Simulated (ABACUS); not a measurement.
# C (Fd-3m) in ABACUS: notebook, part 2 of 2

ABACUS 3.10.1. Earlier steps stand in the parts before.

## (8) Comparison with measurements

Step 7. Measured bulk modulus of C: 442 GPa (quoted in “Equation of state of cubic boron nitride at high pressures and temperatures”, 2007, arxiv:cond-mat/0702656). This calculation gives 448 GPa (+1.3 %). 3 values of this kind are on record (442 to 444.8 GPa); this one was drawn at random among those near their median, those with a stated uncertainty first. The fit is for a static lattice scaled at fixed shape and fixed fractional positions.
